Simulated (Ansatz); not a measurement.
I need a point defect in a supercell of W, space group Im-3m. Use Ansatz's Python interface. Level of theory (first run): PBE, PAW, the default cutoff (420 eV here), 2×3×3 k-points, Fermi-Dirac smearing of 0.1 eV.

```cif
data_structure
_symmetry_space_group_name_H-M 'P 1'
_symmetry_Int_Tables_number 1
_cell_length_a 2.7407
_cell_length_b 2.7407
_cell_length_c 2.7407
_cell_angle_alpha 109.471
_cell_angle_beta 109.471
_cell_angle_gamma 109.471
_cell_volume 15.85
loop_
_atom_site_label
_atom_site_type_symbol
_atom_site_fract_x
_atom_site_fract_y
_atom_site_fract_z
_atom_site_occupancy
W1 W 0.00000 0.00000 0.00000 1
```

`run_defect.py`:
```python
# -*- coding: utf-8 -*-
"""A vacancy in a supercell of W, against the perfect cell."""

from dataclasses import dataclass
import warnings

import ansatz as az
import numpy as np


@dataclass(frozen=True)
class Settings:
    kmesh: tuple[int, ...] = (2, 3, 3)
    filling: str = "fermi_dirac"
    sigma: float = 0.1


settings = Settings()

warnings.simplefilter("ignore", az.DeckWarning)

lattice = az.Lattice.of(
    (-1.582345, 1.582345, 1.582345),
    (1.582345, -1.582345, 1.582345),
    (1.582345, 1.582345, -1.582345),
)
sites = [
    ("W", (0.0, 0.0, 0.0)),
]
material = az.Crystal(lattice=lattice)
for symbol, position in sites:
    material = material.atom(symbol, position)
host = material.supercell(3, 2, 2)
defective = host.vacancy("W", at=(0.0, 0.0, 0.0))

def prepare(structure):
    return (
        structure.calculation()
        .pseudopotentials("paw")
        .kpoints(*settings.kmesh)
        .occupations(settings.filling, width=settings.sigma)
        .band_table()
    )


perfect = prepare(host).run().report
calculation = prepare(defective).forces()
out = calculation.run()
rep = out.report

n_host, n_defect = len(perfect["lattice"]["sites"]), len(rep["lattice"]["sites"])
print(f"perfect cell: {n_host} atoms, F = {perfect['free_energy_ev']:.4f} eV")
print(f"defect cell:  {n_defect} atoms, F = {rep['free_energy_ev']:.4f} eV")
print(f"vacancy formation energy {rep['free_energy_ev'] - perfect['free_energy_ev'] * n_defect / n_host:.3f} eV")

for label, run in (("perfect", perfect), ("defect", rep)):
    levels, filled = np.array(run["eigenvalues_ev"][0]), np.array(run["occupations"][0])
    top = int(np.argmin(np.abs(levels - run["fermi_energy_ev"])))
    window = slice(max(top - 3, 0), top + 4)
    print(label, "levels near E_F at the first k-point:", ", ".join(f"{e - run['fermi_energy_ev']:.2f} ({f:.2f})" for e, f in zip(levels[window], filled[window])))

for site in out.lattice.sites:
    print(f"{site.symbol:2s}", " ".join(f"{v:8.4f}" for v in site.position_ang))
```

`python run_defect.py` gives:
```text
perfect cell: 12 atoms, F = -124618.5158 eV
defect cell:  11 atoms, F = -114230.0381 eV
vacancy formation energy 3.601 eV
perfect levels near E_F at the first k-point: -1.38 (2.00), -1.38 (2.00), -1.38 (2.00), 0.53 (0.01), 0.53 (0.01), 0.53 (0.01), 1.20 (0.00)
defect levels near E_F at the first k-point: -0.79 (2.00), -0.61 (2.00), -0.40 (1.96), -0.01 (1.06), 0.64 (0.00), 1.13 (0.00), 1.17 (0.00)
W    1.5823   1.5823  -1.5823
W    1.5823  -1.5823   1.5823
W    3.1647   0.0000   0.0000
W   -1.5823   1.5823   1.5823
W    0.0000   3.1647  -0.0000
W    0.0000  -0.0000   3.1647
W    1.5823   1.5823   1.5823
W   -3.1647   3.1647   3.1647
W   -1.5823   4.7470   1.5823
W   -1.5823   1.5823   4.7470
W    0.0000   3.1647   3.1647
```

What to keep in mind:
- Absolute energies stand on the zero of these potentials, so only differences at equal settings mean something. A total without «per atom» is that of the cell as typed.
- The computed bands are complete only to about 2.7 eV above the Fermi level.
- For a metal this mesh is far too coarse, so the numbers only illustrate the procedure.
- The atoms stand at ideal sites; relaxing them can change energy and levels by an eV or more.
- Errors of mesh and smearing per atom add up over the supercell, so the energy can be off by tenths of an eV.
- Each cell's levels count from its own Fermi level and aren't aligned; one k-point can hide that the defect cell is metallic.
- No functional is typed, so the default, PBE, holds.
- Gaps and levels are Kohn-Sham values on a finite set of k-points, without spin-orbit coupling.
- The supercell is small, so the defect meets its images and the energies aren't those of an isolated defect; a partly filled defect level may also lower its energy by spin or distortion. For a charged cell the difference holds no correction, alignment or term for the electrons' reservoir.
- Wall time of the script: 12 s on 1 thread of Intel(R) Xeon(R) Processor @ 2.30GHz, with other jobs on the host, peak memory 0.69 GiB.
